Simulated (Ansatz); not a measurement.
**CrCuO2: how the settings move a single-point run**

How sensitive is a single-point run of CrCuO2 to its settings? A reference run comes first, then one run with altered input.

Computed with Ansatz 0.2.0 (reference: DFT, PBEsol, all-electron LAPW, scalar-relativistic, unless a step's input says otherwise).

1 further run of the same task is left out (it didn't finish).

### Step 1. The system as given

The structure is trigonal, space group R-3m (No. 166). Conventional cell: a = 2.973 Å, b = 2.973 Å, c = 17.100 Å, α = 90.00°, β = 90.00°, γ = 120.00°. Cr (site symmetry -3m) is surrounded by 6 O at 1.99 Å. Cu (site symmetry -3m) has 2 O at 1.85 Å as nearest neighbours. O (site symmetry 3m) is surrounded by 1 Cu at 1.85 Å and 3 Cr at 1.99 Å.

Structure file:

```xyz
4
Lattice="1.4867 0.8583 5.7000 -1.4867 0.8583 5.7000 0.0000 -1.7167 5.7000" Properties=species:S:1:pos:R:3 pbc="T T T"
Cr    0.0000    0.0000    8.5500
Cu    0.0000    0.0000    0.0000
O     0.0000    0.0000    1.8454
O     0.0000    0.0000   15.2546
```

### Step 2. The reference run

Contents of input.yaml:

```yaml
crystal:
  lattice:
    - [1.4867, 0.8583466452, 5.7]
    - [-1.4867, 0.8583466452, 5.7]
    - [0.0, -1.7166932904, 5.7]
  atoms:
    - { symbol: Cr, position: [0.5, 0.5, 0.5], spin: 3.0 }
    - { symbol: Cu, position: [0.0, 0.0, 0.0] }
    - { symbol: O, position: [0.10792, 0.10792, 0.10792] }
    - { symbol: O, position: [0.89208, 0.89208, 0.89208] }
magnetization:
  spin_polarized: true
kpoints:
  mp_grid: { grid: [11, 11, 11] }
scf:
  occupations: { method: fermi_dirac, width: 0.08 }
hamiltonian:
  xc: pbesol
  pseudopotentials: { kind: all_electron, lapw: { basis_error: 0.001 } }
output:
  forces: true
  stress: true
  eigenvalues: true
  hubbard: { sites: [{ species: Cr, l: d }, { species: Cu, l: d }] }
  populations: true
```

Launch:

```bash
> ansatz run input.yaml --threads 2 --pin off --max-ram 6144MiB --backend cpu --events-out ev --progress --plain --runs-dir out
```

### Step 3. Changed: hubbard.sites [{species: Cr, l: d, u_eff: 3}], hubbard.double_counting amf

input.yaml, as its differences from that of step 2:

```diff
@@ -19,2 +19,3 @@
   pseudopotentials: { kind: all_electron, lapw: { basis_error: 0.001 } }
+  hubbard: { sites: [{ species: Cr, l: d, u_eff: 3 }], double_counting: amf }
 output:
```

**Question.** What will these runs give? Wanted: for each run, ending; energy change; pressure; abs. moment; force.

**Answer**, as computed:

```csv
run,ending,energy change,pressure (GPa),abs. moment (μB),force (eV/Å),cycles,time
reference,converged,0,-3.6,3.06,0.07,12,2.6 min
"1: hubbard.sites [{species: Cr, l: d, u_eff: 3}], hubbard.double_counting amf",converged,-210.6 meV/atom (U changed: no physical gain or loss),-3.0,3.00,0.03,22,4.4 min
```

Residual by cycle in the longest SCF loop of each run; runs are numbered as in the table. The quantity is the density residual dr2, in eV.

```csv
cycle,reference,run 1
1,16.5,13.4
3,1.23,1.45
5,0.0499,0.0439
7,3.1e-4,0.00414
9,1.1e-5,3.1e-4
11,4.5e-8,1.0e-5
12,7.1e-9,6.1e-6
14,-,3.2e-6
16,-,2.8e-7
18,-,4.0e-6
20,-,1.2e-7
22,-,7.4e-10
```

What this shows: Changing the Hubbard U moves the energy by -210.6 meV/atom, and the pressure goes from -3.6 to -3.0 GPa, the absolute moment goes from 3.06 to 3.00 μB and the largest force goes from 0.07 to 0.03 eV/Å. The U term adds an energy of its own, so the shift says nothing about which run is better. Cost: 22 SCF cycles against 12, 4.4 min against 2.6 min. A changed U is a change of model: its shifts are not errors of convergence.
